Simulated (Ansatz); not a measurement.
Here is an Ansatz 0.2.0 calculation.

Contents of input.yaml:

```yaml
crystal:
  lattice:
    - [2.98611099, 0.0, 0.0]
    - [0.0, 2.98611099, 0.0]
    - [0.0, 0.0, 2.98611099]
  atoms:
    - { symbol: Co, position: [0.5, 0.5, 0.5], spin: 2.0 }
    - { symbol: Ti, position: [0.0, 0.0, 0.0], spin: 1.0 }
kpoints:
  mp_grid: { grid: [9, 9, 9] }
scf:
  occupations: { method: fermi_dirac, width: 0.05 }
hamiltonian:
  xc: pbesol
  dispersion: d4
  pseudopotentials: { kind: all_electron, lapw: { basis_error: 0.001 } }
magnetization:
  spin_polarized: true
output:
  forces: true
  stress: true
relax:
  f_tol: 0.005
  max_steps: 60
  cell: {}
```

Potentials or basis: all-electron LAPW, scalar-relativistic.

Launch:

```bash
$ ansatz run input.yaml --threads 2 --pin off --max-ram 6144MiB --backend cpu --events-out ev --progress --plain --runs-dir out
```

Problem. What does it give for the relaxed volume?

Solution. 12.53 Å³/atom.

Problem. Predict the space group after relaxing (to 0.05 Å).

Solution. Pm-3m (No. 221).

Final structure:
```
Co Ti
1.0
     2.92638    0.00000    0.00000
     0.00000    2.92638    0.00000
     0.00000    0.00000    2.92638
Co Ti
1 1
Direct
  0.50000 0.50000 0.50000
  0.00000 0.00000 0.00000
```
